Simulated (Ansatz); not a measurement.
**PtS$_{2}$: computed properties**

Theory: DFT PBE+D3(BJ), scalar-relativistic, plane waves, PAW (Ansatz 0.2.0).

Settings: cutoff 420 eV, Γ-centred mesh 9×9×9 on the computed 3-atom cell, Gaussian smearing of 0.02 eV; no spin polarisation.

The structure is relaxed at this level of theory with its symmetry kept, and needn't be the ground state of this composition.

```xyz
3
Lattice="1.7718 1.0229 5.3362 -1.7718 1.0229 5.3362 0.0000 -2.0459 5.3362" Properties=species:S:1:pos:R:3 pbc="T T T"
Pt    0.0000    0.0000    0.0000
S     0.0000    0.0000   11.9080
S     0.0000    0.0000    4.1006
```

* Space group: R-3m (No. 166)
* Volume per atom: 19.34 Å³
* Kohn–Sham band gap: 0.85 eV
* Orbital (Löwdin) character of the top 1 eV of the valence band: S 3p 76 %, Pt 5d 22 %
* Orbital (Löwdin) character of the lowest 1 eV of the conduction band: S 3p 58 %, Pt 5d 33 %, unprojected 5 %
* Bader charge by site (e): Pt (1 in the cell) 0.47, S (2 in the cell) -0.24

Spin-orbit coupling is left out, which matters for the bands of heavy elements.

The cell was found from a structure generator's guess, not taken from experiment. Kohn–Sham gaps at this level usually fall short of measured ones. Löwdin shares on free-atom orbitals overweight diffuse shells in the empty bands.
